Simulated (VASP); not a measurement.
Runs of VASP 6.6.1 on ZnS (Wurtzite-2H). Symmetry: P6_3mc, No. 186, hexagonal system. Conventional cell: a = 3.811 Å, b = 3.811 Å, c = 6.234 Å, α = 90.00°, β = 90.00°, γ = 120.00°. Zn (site symmetry 3m) is surrounded by 4 S at 2.31 to 2.40 Å. Around S (site symmetry 3m) lie 4 Zn at 2.31 to 2.40 Å. 

| task | level | cell | cutoff (eV) | gap on the mesh (eV) | pressure (GPa) | relaxed volume (Å³/atom) | largest force (eV/Å) |
| --- | --- | --- | --- | --- | --- | --- | --- |
| band structure | AM05 | as given | 520 | 2.24 | - | - | - |
| relaxation of cell and atoms | BLYP | relaxed | 600 | 1.82 | 0.0 | 21.32 | - |
| band structure | PW91 | as given | 520 | 2.24 | 2.4 | - | (a) |
| relaxation of cell and atoms | AM05 | relaxed | 600 | 2.24 | 0.0 | 19.41 | - |
| relaxation of cell and atoms | PW91 | relaxed | 600 | (b) | 0.0 | 20.18 | 0.01 |

Alike in all rows: potentials or basis VASP PAW PBE potentials, release 64 (Zn, S); no spin polarisation; k mesh 8 × 8 × 5; smearing fermi-dirac 0.05 eV.

Task: Estimate the missing entries.

Result: (a) 0.32; (b) 2.08.

Caveats: the PAW data sets were made with another functional, which shifts forces and pressure a little.

